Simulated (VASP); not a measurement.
# NaH (Pm-3m) in VASP: a series of runs

One crystal, NaH, is run at these levels: PBE; tasks: single point.

All numbers are computed with VASP 6.6.1; they aren't measurements. Logs are shortened: lines on timing, memory, paths and dates and some standing lists are left out, and cuts for length are marked.

**1. The crystal as given**

It takes space group Pm-3m (No. 221, cubic). Conventional cell: a = 2.955 Å, b = 2.955 Å, c = 2.955 Å, α = 90.00°, β = 90.00°, γ = 90.00°. Na (site symmetry m-3m) has 8 H at 2.56 Å as nearest neighbours. Around H (site symmetry m-3m) lie 8 Na at 2.56 Å.

The cell comes from a database or a generator and needn't be the stable form of this composition.

**2. Single point, PBE**

Input file INCAR:

```
SYSTEM = NaH
PREC = Accurate ; ENCUT = 450
EDIFF = 1E-7 ; ISMEAR = 0
SIGMA = 0.02 ; LREAL = .FALSE.
LASPH = .TRUE. ; NELM = 100
ALGO = Normal ; ISIF = 2
LWAVE = .FALSE. ; LCHARG = .FALSE.
GGA = PE
```

Input file KPOINTS:

```
Automatic mesh
0
G
  5 5 5
  0 0 0
```

Input file POSCAR:

```
NaH
1.0
    2.9551240000      0.0000000000      0.0000000000
    0.0000000000      2.9551240000      0.0000000000
    0.0000000000      0.0000000000      2.9551240000
Na H
1 1
Direct
    0.0000000000      0.0000000000      0.0000000000
    0.5000000000      0.5000000000      0.5000000000
```

Potentials or basis: VASP PAW PBE potentials, release 64 (Na_sv_GW, H_GW).

Command:

```console
$ cat potpaw_PBE.64/Na_sv_GW/POTCAR potpaw_PBE.64/H_GW/POTCAR > POTCAR
$ mpirun -np 1 vasp_std > vasp.out
```

OUTCAR:

```text
SYSTEM = NaH
   PREC = Accurate
   ENCUT = 450
   EDIFF = 1E-7
   ISMEAR = 0
   LREAL = .FALSE.
   LASPH = .TRUE.
   NELM = 100
   ISIF = 2
   GGA = PE

 ion  position               nearest neighbor table
   1  0.000  0.000  0.000-
   2  0.500  0.500  0.500-

  LATTYP: Found a simple cubic cell.
 ALAT       =     2.9551240000

  Lattice vectors:

 A1 = (   2.9551240000,   0.0000000000,   0.0000000000)
 A2 = (   0.0000000000,   2.9551240000,   0.0000000000)
 A3 = (   0.0000000000,   0.0000000000,   2.9551240000)

Analysis of symmetry for initial positions (statically):
=====================================================================
 Subroutine PRICEL returns:
 Original cell was already a primitive cell.

 Routine SETGRP: Setting up the symmetry group for a
 simple cubic supercell.

 Subroutine GETGRP returns: Found 48 space group operations
 (whereof 48 operations were pure point group operations)
 out of a pool of 48 trial point group operations.

The static configuration has the point symmetry O_h .

Analysis of symmetry for dynamics (positions and initial velocities):
=====================================================================
 Subroutine PRICEL returns:
 Original cell was already a primitive cell.

 Routine SETGRP: Setting up the symmetry group for a
 simple cubic supercell.

 Subroutine GETGRP returns: Found 48 space group operations
 (whereof 48 operations were pure point group operations)
 out of a pool of 48 trial point group operations.

The dynamic configuration has the point symmetry O_h .

 Subroutine INISYM returns: Found 48 space group operations
 (whereof 48 operations are pure point group operations),
 and found     1 'primitive' translations

----------------------------------------------------------------------------------------

                                     Primitive cell

  volume of cell :      25.8064

  direct lattice vectors                    reciprocal lattice vectors
     2.955124000  0.000000000  0.000000000     0.338395275  0.000000000  0.000000000
     0.000000000  2.955124000  0.000000000     0.000000000  0.338395275  0.000000000
     0.000000000  0.000000000  2.955124000     0.000000000  0.000000000  0.338395275

  length of vectors
     2.955124000  2.955124000  2.955124000     0.338395275  0.338395275  0.338395275

  position of ions in fractional coordinates (direct lattice)
     0.000000000  0.000000000  0.000000000
     0.500000000  0.500000000  0.500000000

  ion indices of the primitive-cell ions
   primitive index   ion index
                 1           1
                 2           2

----------------------------------------------------------------------------------------

 KPOINTS: Automatic mesh

Automatic generation of k-mesh.
 Grid dimensions read from file:
 generate k-points for:    5    5    5

 Generating k-lattice:

  Cartesian coordinates                     Fractional coordinates (reciprocal lattice)
     0.067679055  0.000000000  0.000000000     0.200000000  0.000000000  0.000000000
     0.000000000  0.067679055  0.000000000     0.000000000  0.200000000  0.000000000
     0.000000000  0.000000000  0.067679055     0.000000000  0.000000000  0.200000000

  Length of vectors
     0.067679055  0.067679055  0.067679055

  Shift w.r.t. Gamma in fractional coordinates (k-lattice)
     0.000000000  0.000000000  0.000000000

 Subroutine IBZKPT returns following result:
 ===========================================

 Found     10 irreducible k-points:

 Following reciprocal coordinates:
            Coordinates               Weight
  0.000000  0.000000  0.000000      1.000000
  0.200000  0.000000  0.000000      6.000000
  0.400000  0.000000  0.000000      6.000000
  0.200000  0.200000  0.000000     12.000000
  0.400000  0.200000  0.000000     24.000000
  0.400000  0.400000  0.000000     12.000000
  0.200000  0.200000  0.200000      8.000000
  0.400000  0.200000  0.200000     24.000000
  0.400000  0.400000  0.200000     24.000000
  0.400000  0.400000  0.400000      8.000000
   k-points           NKPTS =     10   k-points in BZ     NKDIM =     10   number of bands    NBANDS=      9
   number of dos      NEDOS =    301   number of ions     NIONS =      2
   total plane-waves  NPLWV =   8000
   dimension x,y,z NGX =    20 NGY =   20 NGZ =   20
   dimension x,y,z NGXF=    40 NGYF=   40 NGZF=   40
   ions per type =               1   1
   NGX,Y,Z   is equivalent  to a cutoff of  11.25, 11.25, 11.25 a.u.
   NGXF,Y,Z  is equivalent  to a cutoff of  22.50, 22.50, 22.50 a.u.
 SYSTEM =  NaH
   PREC   = accura    normal or accurate (medium, high low for compatibility)
   ISTART =      0    job   : 0-new  1-cont  2-samecut
   ICHARG =      2    charge: 1-file 2-atom 10-const
   ISPIN  =      1    spin polarized calculation?
   LNONCOLLINEAR =      F non collinear calculations
   LSORBIT =      F    spin-orbit coupling
   LASPH  =      T    aspherical Exc in radial PAW
   ENCUT  =  450.0 eV  33.07 Ry    5.75 a.u.   5.11  5.11  5.11*2*pi/ulx,y,z
   NELM   =    100;   NELMIN=  2; NELMDL= -5     # of ELM steps
   EDIFF  = 0.1E-06   stopping-criterion for ELM
   LREAL  =      F    real-space projection
   EDIFFG = 0.1E-05   stopping-criterion for IOM
   NSW    =      0    number of steps for IOM
   IBRION =     -1    ionic relax: 0-MD 1-quasi-New 2-CG
   NFREE  =      0    steps in history (QN), initial steepest desc. (CG)
   ISIF   =      2    stress and relaxation
   ISYM   =      2    0-nonsym 1-usesym 2-fastsym
   POTIM  = 0.5000    time-step for ionic-motion
   TEBEG  =    0.0;   TEEND  =   0.0 temperature during run
   PSTRESS=    0.0 pullay stress
   NELECT =      10.0000    total number of electrons
   NUPDOWN=      -1.0000    fix difference up-down
   EMIN   =  10.00;   EMAX   =-10.00  energy-range for DOS
   EFERMI =   0.00;   METHOD = LEGACY
   ISMEAR =     0;   SIGMA  =   0.02  broadening in eV -4-tet -1-fermi 0-gaus
   EFERMI_NEDOS =   21; number of points for ismear=-14 and -15
   IALGO  =     38    algorithm
   IMIX   =      4    mixing-type and parameters
     AMIX     =   0.40;   BMIX     =  1.00
     AMIX_MAG =   1.60;   BMIX_MAG =  1.00
  volume/ion in A,a.u.               =      12.90        87.08
  Fermi-wavevector in a.u.,A,eV,Ry     =   1.193528  2.255440 19.381609  1.424508
  Thomas-Fermi vector in A             =   2.329540
   LORBIT       =      0    0 simple, 1 ext, 2 COOP (PROOUT), +10 PAW based schemes
   GGA     = PE    functional components
   LHFCALC =     F    Hartree Fock is set to
   AEXX    =    0.0000 exact exchange contribution
   IVDW    =     0    specifies the selected vdW correction
   LEPSILON=     F    determine dielectric tensor
   LRPA    =     F    only Hartree local field effects (RPA)
 non-spin polarized calculation
 Gauss-broadening in eV      SIGMA  =   0.02
  energy-cutoff  :      450.00
  volume of cell :       25.81
 maximum number of plane-waves:       587
   NGX = 11   NGY = 11   NGZ = 11

 number of electron      10.0000011 magnetization

 Free energy of the ion-electron system (eV)
  ---------------------------------------------------
  ext. energy  EPLUGINS =         0.00000000
  ---------------------------------------------------
  free energy    TOTEN  =        -6.85542063 eV

  energy without entropy =       -6.85542063  energy(sigma->0) =       -6.85542063

 E-fermi :   0.6703     XC(G=0):  -8.3200

 val. band max:        0.5001319375   @ k =   0.4000   0.4000   0.4000
 cond. band min:       2.9720883854   @ k =   0.4000   0.0000   0.0000
 fundamental gap:      2.4719564479
 Fermi energy:         0.6703414279

 k-point     1 :       0.0000    0.0000    0.0000
  band No.  band energies     occupation
      1     -51.4539      2.00000
      2     -23.3180      2.00000
      3     -23.3180      2.00000
      4     -23.3180      2.00000
      5      -4.6919      2.00000
      6       9.8967      0.00000
      7      12.1880      0.00000
      8      12.1880      0.00000
      9      13.7195      0.00000

 k-point     2 :       0.2000    0.0000    0.0000
  band No.  band energies     occupation
      1     -51.4492      2.00000
      2     -23.3797      2.00000
      3     -23.3126      2.00000
      4     -23.3126      2.00000
      5      -4.0801      2.00000
      6       6.7755      0.00000
      7      11.2172      0.00000
      8      12.8456      0.00000
      9      14.1889      0.00000

 k-point     3 :       0.4000    0.0000    0.0000
  band No.  band energies     occupation
      1     -51.4415      2.00000
      2     -23.4783      2.00000
      3     -23.3038      2.00000
      4     -23.3038      2.00000
      5      -2.5991      2.00000
      6       2.9721      0.00000
      7      11.9650      0.00000
      8      14.6881      0.00000
      9      15.3858      0.00000

 k-point     4 :       0.2000    0.2000    0.0000
  band No.  band energies     occupation
      1     -51.4445      2.00000
      2     -23.3765      2.00000
      3     -23.3686      2.00000
      4     -23.3073      2.00000
      5      -3.4997      2.00000
      6       6.8190      0.00000
      7       8.0948      0.00000
      8      12.4760      0.00000
      9      14.6915      0.00000

 k-point     5 :       0.4000    0.2000    0.0000
  band No.  band energies     occupation
      1     -51.4370      2.00000
      2     -23.4684      2.00000
      3     -23.3608      2.00000
      4     -23.2988      2.00000
      5      -2.1151      2.00000
      6       3.6240      0.00000
      7       8.9242      0.00000
      8      12.9297      0.00000
      9      15.3193      0.00000

 k-point     6 :       0.4000    0.4000    0.0000
  band No.  band energies     occupation
      1     -51.4296      2.00000
      2     -23.4537      2.00000
      3     -23.4508      2.00000
      4     -23.2906      2.00000
      5      -1.0164      2.00000
      6       5.0739      0.00000
      7       5.7784      0.00000
      8       9.7922      0.00000
      9      15.5638      0.00000

 k-point     7 :       0.2000    0.2000    0.2000
  band No.  band energies     occupation
      1     -51.4399      2.00000
      2     -23.3727      2.00000
      3     -23.3622      2.00000
      4     -23.3622      2.00000
      5      -2.9447      2.00000
      6       6.9632      0.00000
      7       8.6739      0.00000
      8       8.6739      0.00000
      9      17.6840      0.00000

 k-point     8 :       0.4000    0.2000    0.2000
  band No.  band energies     occupation
      1     -51.4325      2.00000
      2     -23.4591      2.00000
      3     -23.3573      2.00000
      4     -23.3517      2.00000
      5      -1.6332      2.00000
      6       4.2578      0.00000
      7       8.9086      0.00000
      8      10.3661      0.00000
      9      13.6593      0.00000

 k-point     9 :       0.4000    0.4000    0.2000
  band No.  band energies     occupation
      1     -51.4252      2.00000
      2     -23.4453      2.00000
      3     -23.4426      2.00000
      4     -23.3442      2.00000
      5      -0.5438      2.00000
      6       5.6648      0.00000
      7       6.3210      0.00000
      8      10.2173      0.00000
      9      11.4582      0.00000

 k-point    10 :       0.4000    0.4000    0.4000
  band No.  band energies     occupation
      1     -51.4180      2.00000
      2     -23.4325      2.00000
      3     -23.4294      2.00000
      4     -23.4294      2.00000
      5       0.5001      2.00000
      6       7.0142      0.00000
      7       7.8533      0.00000
      8       7.8533      0.00000
      9      11.5170      0.00000

------------------------ aborting loop because EDIFF is reached ----------------------------------------

  FORCE on cell =-STRESS in cart. coord.  units (eV):
  Direction    XX          YY          ZZ          XY          YZ          ZX
  --------------------------------------------------------------------------------------
  -------------------------------------------------------------------------------------
  Total       -0.0348840     -0.0348840     -0.0348840     -0.0000000     -0.0000000      0.0000000
  in kB       -2.1657560     -2.1657560     -2.1657560     -0.0000000     -0.0000000      0.0000000
  external PRESSURE =      -2.1657560 kB  Pullay stress =       0.0000000 kB

 VOLUME and BASIS-vectors are now :
 -----------------------------------------------------------------------------
  energy-cutoff  :      450.00
  volume of cell :       25.81
      direct lattice vectors                 reciprocal lattice vectors
     2.955124000  0.000000000  0.000000000     0.338395275  0.000000000  0.000000000
     0.000000000  2.955124000  0.000000000     0.000000000  0.338395275  0.000000000
     0.000000000  0.000000000  2.955124000     0.000000000  0.000000000  0.338395275

 POSITION                                       TOTAL-FORCE (eV/Angst)
 -----------------------------------------------------------------------------------
      0.00000      0.00000      0.00000         0.000000      0.000000      0.000000
      1.47756      1.47756      1.47756         0.000000      0.000000      0.000000
 -----------------------------------------------------------------------------------
    total drift:                                0.000000      0.000000      0.000000

  FREE ENERGIE OF THE ION-ELECTRON SYSTEM (eV)
  ---------------------------------------------------
  free  energy   TOTEN  =        -6.8554206308 eV

  energy  without entropy=       -6.8554206308  energy(sigma->0) =       -6.85542063
```

It took 2.4 s on 1 thread of Intel Xeon 6975P-C (Granite Rapids), shared host; peak memory 0.12 GiB.

What came out:

| Property | Result |
| --- | --- |
| Free energy | -6.8554 eV |
| Pressure | -0.2 GPa |
| Band gap on the k mesh | 2.47 eV, indirect (least direct gap 5.57 eV) |

Caveat: the k mesh is coarse (spacing up to 0.43 Å⁻¹), so the values aren't converged; the cutoff is under 1.25 times the usual one of these potentials, so pressure, stress and relaxed cells hold a basis-set (Pulay) error; an odd mesh through Γ misses points on the zone boundary, where band edges often lie.

**3. Single point, PBE**

Input file INCAR:

```
SYSTEM = NaH
ALGO = Normal ; EDIFF = 1E-7
ENCUT = 500 ; GGA = PE
ISIF = 2 ; ISMEAR = 0
LASPH = .TRUE. ; LCHARG = .TRUE.
LELF = .TRUE. ; LREAL = .FALSE.
LVHAR = .TRUE. ; LWAVE = .FALSE.
NBANDS = 12 ; NELM = 100
PREC = Accurate ; SIGMA = 0.02
```

Input file KPOINTS:

```
k-points
0
G
  4 4 4
  0 0 0
```

POSCAR is that of step 2.

Potentials or basis: VASP PAW PBE potentials, release 64 (Na_sv_GW, H_GW).

Command:

```console
$ cat potpaw_PBE.64/Na_sv_GW/POTCAR potpaw_PBE.64/H_GW/POTCAR > POTCAR
$ mpirun -np 1 vasp_std > vasp.out
```

Wall time 3.4 s (1 thread of AMD EPYC 9R45 (Zen 5), shared host); peak memory 0.1 GiB.

Results (log left out):

```yaml
Free_energy: -6.8237 eV
Pressure: -0.3 GPa
Band_gap_on_the_k_mesh: 1.01 eV, indirect (least direct gap 4.42 eV)
```

Levels at points of the mesh, in eV from the valence-band top:
| k point | band 2 | band 3 | band 4 | band 5 | band 6 | band 7 | band 8 | band 9 |
| --- | --- | --- | --- | --- | --- | --- | --- | --- |
| (0.00, 0.00, 0.00) | -24.62 | -24.62 | -24.62 | -5.93 | 8.66 | 10.94 | 10.94 | 12.46 |
| (0.50, 0.00, 0.00) | -24.80 | -24.61 | -24.61 | -3.42 | 1.01 | 10.89 | 14.17 | 14.49 |
| (0.50, 0.50, 0.00) | -24.77 | -24.77 | -24.59 | -1.74 | 4.24 | 4.24 | 6.80 | 14.68 |
| (0.50, 0.50, 0.50) | -24.75 | -24.75 | -24.75 | 0.00 | 6.87 | 6.87 | 6.87 | 9.10 |

Caveat: the k mesh is coarse (spacing up to 0.53 Å⁻¹), so the values aren't converged.

**4. Single point, PBE**

Input file INCAR:

```
PREC = Accurate
ENCUT = 400
EDIFF = 1E-7
ISMEAR = 0
SIGMA = 0.02
LREAL = F
LASPH = T
NELM = 80
ALGO = Normal
ISIF = 2
LWAVE = F
LCHARG = T
GGA = PE
LELF = T
LVHAR = T
NBANDS = 12
```

Input file KPOINTS:

```
Automatic mesh
0
Gamma
  5 5 5
```

POSCAR is that of step 3.

Command:

```console
$ cat potpaw_PBE.64/Na_sv_GW/POTCAR potpaw_PBE.64/H_GW/POTCAR > POTCAR
$ mpirun -np 1 vasp_std > vasp.out
```

It took 3 s on 1 thread of AMD EPYC 9R45 (Zen 5), shared host; peak memory 0.09 GiB.

Results (log left out):

- Free energy: -6.8470 eV
- Band gap on the k mesh: 2.47 eV, indirect (least direct gap 5.57 eV)

Levels at points of the mesh, in eV from the valence-band top:
| k point | band 3 | band 4 | band 5 | band 6 | band 7 | band 8 |
| --- | --- | --- | --- | --- | --- | --- |
| (0.00, 0.00, 0.00) | -23.83 | -23.83 | -5.19 | 9.40 | 11.68 | 11.68 |

Caveat: the k mesh is coarse (spacing up to 0.43 Å⁻¹), so the values aren't converged; the cutoff is under 1.25 times the usual one of these potentials, so pressure, stress and relaxed cells hold a basis-set (Pulay) error; an odd mesh through Γ misses points on the zone boundary, where band edges often lie.

**5. For comparison**

An earlier run on the cell as given: functional PBE; potentials or basis VASP PAW PBE potentials, release 64 (Na_pv, H); cutoff 520 eV; k mesh 9 × 9 × 9; occupations fermi-dirac, width 0.05 eV; no spin polarisation.

- Pressure: 0.2 GPa
- Band gap on the k mesh: 1.50 eV, indirect (least direct gap 4.81 eV)

**6. The runs side by side**

| potentials or basis | k mesh | cutoff (eV) | smearing | mesh quality | gap on the mesh (eV) | pressure (GPa) |
| --- | --- | --- | --- | --- | --- | --- |
| VASP PAW PBE potentials, release 64 (Na_sv_GW, H_GW) | 5 × 5 × 5 | 450 | gaussian 0.02 eV | coarse | 2.47 | -0.2 |
| VASP PAW PBE potentials, release 64 (Na_sv_GW, H_GW) | 4 × 4 × 4 | 500 | gaussian 0.02 eV | coarse | 1.01 | -0.3 |
| VASP PAW PBE potentials, release 64 (Na_sv_GW, H_GW) | 5 × 5 × 5 | 400 | gaussian 0.02 eV | coarse | 2.47 | - |
| VASP PAW PBE potentials, release 64 (Na_pv, H) | 9 × 9 × 9 | 520 | fermi-dirac 0.05 eV | not flagged | 1.50 | 0.2 |

Alike in all rows: task single point; level PBE; no spin polarisation; cell as given.

Caveats: some runs use coarse meshes; an odd mesh through Γ misses points on the zone boundary, where band edges often lie (some runs); the cutoff is under 1.25 times the usual one of these potentials, so pressure, stress and relaxed cells hold a basis-set (Pulay) error (some runs).

Total energies depend on the potentials used, so only differences within one code and one set of settings carry meaning.
